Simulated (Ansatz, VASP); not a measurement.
# One calculation of GaAs, two programs

```
As Ga
1.0
     0.00000    2.82685    2.82685
     2.82685    0.00000    2.82685
     2.82685    2.82685    0.00000
As Ga
1 1
Direct
  0.75000 0.75000 0.75000
  0.00000 0.00000 0.00000
```

Alike in both runs: task band structure; functional r2SCAN; k mesh 8 × 8 × 8; occupations fermi-dirac, width 0.05 eV; no spin polarisation.

|  | VASP | Ansatz |
| --- | --- | --- |
| version | VASP 6.6.1 | Ansatz 0.2.0 |
| potentials or method | VASP PAW PBE potentials, release 64 (As, Ga_d) | Ansatz PAW |
| plane-wave cutoff (eV) | 520 | 500 |
| valence electrons in the cell | 18 | 28 |

VASP gave:

```
gap on the k mesh at the Fermi level (eV) : 1.00
least direct gap on the mesh (eV)         : 1.00
gap along the band path (eV)              : 1.00
pressure (GPa)                            : 0.6
```

Question: Estimate Ansatz's values.

Answer: gap on the k mesh at the Fermi level (eV): 1.02; least direct gap on the mesh (eV): 1.02; gap along the band path (eV): 1.02; pressure (GPa): 0.5.

The two sets of potentials don't hold the same shells in valence.

Caveats: the PAW data sets were made with another functional, which shifts forces and pressure a little (VASP); the PAW data sets come from PBE, with cores solved anew for the run's functional, which leaves a small shift of forces and pressure (Ansatz). r2SCAN opens gaps a little over a GGA but as a rule still falls short of measured ones.
